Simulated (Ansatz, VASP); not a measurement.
# Cross-check of B27P26C (C_P) between VASP and Ansatz, part 2 of 2

Aim: how closely do two programs agree when they are given the same cell, functional and k mesh? The structure shown is the start of the Ansatz relaxation below; VASP solves that cell, so the two are compared at the walk's first step.

VASP 6.6.1 and Ansatz 0.2.0.

So far: Set-up; Ansatz: relaxation, r2SCAN.

### 3. VASP: single point, r2SCAN, start cell

Level of this step: r2SCAN; plane waves and PAW (B, P, C) (VASP).

The same cell, functional and mesh now go to VASP, with its own data sets.

Lines of VASP's logs that name or quote its potential files are left out, and so is its time.

The input, INCAR:

```
SYSTEM = B27P26C
PREC = Accurate
ENCUT = 580
EDIFF = 1E-06
NELM = 120
ISMEAR = 0
SIGMA = 0.01
LREAL = Auto
ALGO = Normal
METAGGA = R2SCAN
LASPH = .TRUE.
NELECT = 216
NBANDS = 152
LORBIT = 11
LWAVE = .FALSE.
LCHARG = .FALSE.
ISIF = 2
ISYM = 0
GGA_COMPAT = .FALSE.
EFERMI = MIDGAP
LMIXTAU = .TRUE.
KPAR = 4
```

The input, POSCAR:

```
B27P26C
1.0
    0.0000000000      6.8045562257      6.8045562257
    6.8045562257      0.0000000000      6.8045562257
    6.8045562257      6.8045562257      0.0000000000
B P C
27 26 1
Direct
    0.9995728597      0.0052137860      0.9948524931
    0.9961216427      0.0018466303      0.3384405130
    0.0013231576      0.9961651430      0.6637763508
    0.9937409585      0.3347624627      0.0031600885
    0.0044364392      0.3356261488      0.3317594748
    0.0044445955      0.3322214447      0.6612956600
    0.9968703323      0.6625016901      0.0039983504
    0.9947717384      0.6652984926      0.3378625914
    0.9995235545      0.6621097468      0.6659947908
    0.3274704369      0.0042351035      0.0012371123
    0.3325143367      0.0059306586      0.3323720791
    0.3341251692      0.9944204297      0.6713814022
    0.3319658072      0.3309782336      0.0063137108
    0.3348541660      0.3363938696      0.3270539512
    0.3324011038      0.3338931922      0.6719881280
    0.3337103736      0.6667510488      0.9945858336
    0.3370564404      0.6697783586      0.3280329276
    0.3319198821      0.6724991826      0.6624306348
    0.6660962669      0.9963750024      0.0060805582
    0.6605268369      0.0028015053      0.3338032525
    0.6607458078      0.0002000130      0.6706526993
    0.6707112630      0.3351281736      0.9941337100
    0.6661669549      0.3394558621      0.3300476071
    0.6676430981      0.3273910783      0.6675064250
    0.6644346597      0.6725705319      0.9962385497
    0.6665809422      0.6680149813      0.3377700799
    0.6719357366      0.6621249572      0.6679367984
    0.2518699887      0.2549975990      0.2475508239
    0.2439682978      0.2535996386      0.5836280675
    0.2541749884      0.2440977699      0.9178726419
    0.2552022413      0.5848065426      0.2455490034
    0.2505833508      0.5881329167      0.9168150417
    0.2482343365      0.9207979613      0.2448795255
    0.2562965816      0.9151680570      0.5803910452
    0.2513606976      0.9119123708      0.9149152117
    0.5797175259      0.2553792551      0.2468348331
    0.5870930252      0.2461946738      0.5797940922
    0.5864973214      0.2471057545      0.9123146013
    0.5854592670      0.5778583304      0.2490392384
    0.5796241326      0.5797250944      0.5865214229
    0.5771794471      0.5853129679      0.9200751368
    0.5794397708      0.9206368927      0.2533578154
    0.5865829259      0.9174017075      0.5855215782
    0.5803124949      0.9175766638      0.9131497770
    0.9165968791      0.2444844226      0.2507966638
    0.9131773321      0.2557115324      0.5840562365
    0.9228692940      0.2473960012      0.9138031627
    0.9210544806      0.5857585517      0.2482743832
    0.9134004914      0.5873248552      0.5866536873
    0.9189856462      0.5840990019      0.9197758520
    0.9119319165      0.9149631208      0.2552125285
    0.9119768864      0.9217923685      0.5847934631
    0.9152470482      0.9185025140      0.9115330661
    0.2439658730      0.5860857590      0.5834539929
```

The input, KPOINTS:

```
Points of the shifted mesh
8
Reciprocal
 0.2500000000  0.2500000000  0.2500000000 1
 0.2500000000  0.2500000000  0.7500000000 1
 0.2500000000  0.7500000000  0.2500000000 1
 0.2500000000  0.7500000000  0.7500000000 1
 0.7500000000  0.2500000000  0.2500000000 1
 0.7500000000  0.2500000000  0.7500000000 1
 0.7500000000  0.7500000000  0.2500000000 1
 0.7500000000  0.7500000000  0.7500000000 1
```

Potentials, in the order of the species: B, P and C (PBE family, release 64).

The run is started by

```
$ mpirun -np 8 vasp_std
```

Numbers of over 12 decimals in the logs are rounded to 6 here.

The log of the run:

```text
[banner, memory and clock lines left out]
running    8 mpi-ranks, on    1 nodes
[...]
|                                                                             |
|           W    W    AA    RRRRR   N    N  II  N    N   GGGG   !!!           |
|           W    W   A  A   R    R  NN   N  II  NN   N  G    G  !!!           |
|           W    W  A    A  R    R  N N  N  II  N N  N  G       !!!           |
|           W WW W  AAAAAA  RRRRR   N  N N  II  N  N N  G  GGG   !            |
|           WW  WW  A    A  R   R   N   NN  II  N   NN  G    G                |
|           W    W  A    A  R    R  N    N  II  N    N   GGGG   !!!           |
|                                                                             |
|     For optimal performance we recommend to set                             |
|       NCORE = 2 up to number-of-cores-per-socket                            |
|     NCORE specifies how many cores store one orbital (NPAR=cpu/NCORE).      |
|     This setting can greatly improve the performance of VASP for DFT.       |
[...]
DAV:   5    -0.506674186340E+03   -0.40723E-01   -0.40609E-01  3048   0.128E+00BRMIX: very serious problems
 the old and the new charge density differ
 old charge density:   215.00000 new  216.00000
BRMIX: very serious problems
 the old and the new charge density differ
 old charge density:   215.00000 new  216.00000
BRMIX: very serious problems
 the old and the new charge density differ
 old charge density:   215.00000 new  216.00000
BRMIX: very serious problems
 the old and the new charge density differ
 old charge density:   215.00000 new  216.00000
    0.408E+01
DAV:   6    -0.476425267762E+03    0.30249E+02   -0.26429E+01  2856   0.113E+01    0.250E+01
DAV:   7    -0.447524068349E+03    0.28901E+02   -0.67266E+00  3120   0.647E+00    0.506E+00
DAV:   8    -0.452520301949E+03   -0.49962E+01   -0.10348E+01  2624   0.785E+00    0.224E+00
DAV:   9    -0.455361895189E+03   -0.28416E+01   -0.15758E+00  2672   0.369E+00    0.124E+00
[...]
DAV:  20    -0.455439368880E+03    0.28419E-04   -0.10132E-05  2592   0.122E-02    0.920E-03
DAV:  21    -0.455439373443E+03   -0.45633E-05   -0.41342E-06  2432   0.736E-03    0.554E-03
DAV:  22    -0.455439373995E+03   -0.55250E-06   -0.29716E-07  1456   0.183E-03
   1 F= -.45543937E+03 E0= -.45543937E+03  d E =0.000000E+00
```

From OUTCAR (step 3):

```text
  Total        2.7822752      3.1774886      2.4343290      0.4263034     -1.9088509     -0.0096925
  in kB        7.0742637      8.0791406      6.1895695      1.0839269     -4.8534791     -0.0246444
  external PRESSURE =       7.1143246 kB  Pullay stress =       0.0000000 kB

 POSITION                                       TOTAL-FORCE (eV/Angst)
 -----------------------------------------------------------------------------------
      6.80501     13.57118      6.83713        -0.477759      0.870278     -1.113682
      2.31550      9.08110      6.79073        -0.903046     -0.168006     -0.310641
     11.29517      4.52571      6.78747         0.839292      0.061534      0.947830
      2.29941      6.78347      9.03988        -0.728908      0.746356      0.609185
      4.54126      2.28766      2.31398         0.030812     -0.513576     -0.701594
      6.76044      4.53007      2.29086         1.374577     -0.337610     -0.376442
      4.53524      6.81047     11.29129         0.476472      0.230988      1.697186
      6.82607      9.06799     11.29604        -0.136736      0.522251      1.225320
      9.03716     11.33311     11.30668        -0.220863      2.003988      2.670011
      0.03724      2.23671      2.25711        -1.267717      0.274999     -0.232027
      2.30200      4.52426      2.30297        -0.368051     -0.301536     -0.313659
     11.33504      6.84203      9.04016         0.012895     -0.826649      0.943352
      2.29512      2.30184      4.51104        -0.804205     -0.773946      1.002741
      4.51447      4.50399      4.56754         0.861016      0.399002     -0.185537
[...]
-----------------------------------------------------------------------------------
    total drift:                                0.007682      0.020882      0.008344

  FREE ENERGIE OF THE ION-ELECTRON SYSTEM (eV)
  ---------------------------------------------------
  free  energy   TOTEN  =      -455.4393739954 eV

  energy  without entropy=     -455.4393739954  energy(sigma->0) =     -455.43937400

[... 2 further parts left out ...]
```

The run ends at a pressure of 0.71 GPa, with forces up to 3.3 eV/Å.

### 4. Side by side

Known differences besides the potentials themselves: VASP keeps PBE cores, Ansatz makes them for the functional; fixed occupations in Ansatz, narrow Gaussian smearing in VASP; the cutoff is 500 eV in Ansatz and 580 eV in VASP (PREC = Accurate, projectors in real space). Total energies have different zeros and are not compared.

Forces on 7 of the 54 atoms, those with the largest forces and the largest differences (eV/Å; atoms numbered as in POSCAR):

| atom | Ansatz x, y, z | VASP x, y, z |
| --- | --- | --- |
| B9 | -0.231, 2.024, 2.689 | -0.221, 2.004, 2.670 |
| B15 | 0.632, -2.167, 1.619 | 0.620, -2.153, 1.604 |
| B17 | 1.482, 1.327, -1.920 | 1.465, 1.314, -1.906 |
| B18 | -1.624, -0.842, -2.272 | -1.610, -0.829, -2.252 |
| P30 | 1.505, -1.213, 0.434 | 1.500, -1.209, 0.429 |
| P32 | -1.452, -1.003, -1.074 | -1.446, -0.999, -1.071 |
| P39 | 1.826, -0.646, 1.482 | 1.819, -0.638, 1.475 |

The forces differ by 5.3 meV/Å r.m.s., which is 0.6 % of the r.m.s. force of 0.877 eV/Å (both taken over all components). The cell carries a charge of -1 e against a uniform background, so its pressure also hangs on how the neutralising background is counted, and in a defect's cell a gap may be the spacing between its levels.

### 5. Results

| Item | Value |
| --- | --- |
| r.m.s. force difference (single point, r2SCAN, start cell) | 0.60 % of the r.m.s. force |

The r.m.s. force difference is 0.60 % of the r.m.s. force (single point, r2SCAN, start cell), within the 3 % picked in this series as the mark of a large difference. VASP runs on this material, other cells and data sets included, that failed, so that no pair exists: single point, r2SCAN (timeout). How closely two codes agree says nothing of how well the functional describes the real material.

[Lines on the potential files, build, host, timing and source positions are cut from VASP's logs without a mark.]

[Logs are printed without paths, hosts, clocks, repeated set-up lines and the standing remarks that a program may print on its own settings, such as how far it seeks lower states.]

[Hosts, paths, dates, database ids (printed as entryN), source tags and the programs' standing remarks are cut or masked in the printed files.]
